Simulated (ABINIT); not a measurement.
The system is Ag.

```
CELL_PARAMETERS angstrom
0.00000 2.04275 2.04275
2.04275 0.00000 2.04275
2.04275 2.04275 0.00000
ATOMIC_POSITIONS crystal
Ag 0.00000 0.00000 0.00000
```

Base run:

| Item | Value |
| --- | --- |
| Program | ABINIT 10.8.3 (patched build) |
| Functional | AM05 |
| Potentials or basis | JTH PAW PBE v2.0 |
| Cutoff | 544 eV |
| k mesh | 11 × 11 × 11 |
| Occupations | fermi-dirac, width 0.05 eV |
| Spin | no spin polarisation |

Its results: band gap on the k mesh none (metal or under the smearing width); pressure -2.6 GPa.

**Question.** After a change of settings the same cell gave: band gap on the k mesh none (metal or under the smearing width); pressure 4.3 GPa. Which change was it?
A. functional from AM05 to SCAN
B. functional from AM05 to WC
C. functional from AM05 to r2SCAN
D. functional from AM05 to PW91

**Answer.** D.

PW91 binds less tightly than AM05, so the same cell stands under more pressure.

Caveats: the PAW data sets were made with another functional, which shifts forces and pressure a little.
